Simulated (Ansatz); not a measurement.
**BaTiO3 under strain: O-17 NMR of the central transition**

Cell: a structure deposited in the COD, relaxed with PBE at fixed cell and then changed (z compressed by 3 %, ions relaxed).

```xyz
5
Lattice="3.9841 0.0000 0.0000 0.0000 2.8371 2.7604 0.0000 -2.8371 2.7604" Properties=species:S:1:pos:R:3 pbc="T T T"
Ba    0.0000    0.0000    0.0171
Ti    1.9920    0.0000    2.8257
O     0.0000    0.0000    2.7363
O     1.9920   -1.4064    4.1011
O     1.9920    1.4064    4.1011
```

Atom numbers follow the list; atoms alike are taken as one site, whose name carries the number of the first.

Method: Kohn–Sham DFT in Ansatz, PBE, plane waves and PAW, scalar-relativistic, 420 eV cutoff, Γ-centred 8×8×8 k-points, Fermi–Dirac smearing 0.02 eV.

O-17 has I = 5/2 and Q = -25.58 mb (Pyykkö 2018); at 28.2 T its Larmor frequency is ν₀ = 162.8 MHz. Only the quadrupole interaction is simulated: positions count from each site's isotropic chemical shift, and J coupling is left out, as are shift anisotropy and dipolar coupling, which fast spinning averages.

The O sites: O3 (atom 3; 2 Ti at 1.99 Å, angle 175°; also 4 Ba at 2.72–2.84 Å); O4 (atoms 4, 5; 2 Ti at 1.90–2.06 Å, angle 176°; also 4 Ba at 2.79–2.83 Å).

Fitted components of the simulated spectrum:

```
component  |C_Q| (MHz)     η
        A         1.25  0.17
        B         1.68  0.00
```

Task: Which site most likely gives which component?

Result: By the calculation, A is O4, B is O3. At O4 V_zz points along the shorter of its two bonds, to Ti (within 3°). At O3 V_zz points along the line of its two bonds (within 1°). Like point charges on the first shell alone (each adding as 1/d³) would put O4 above O3: the covalent part of each bond and the atoms beyond the first shell count as well.

At this changed cell the PBE pressure is 8 GPa.
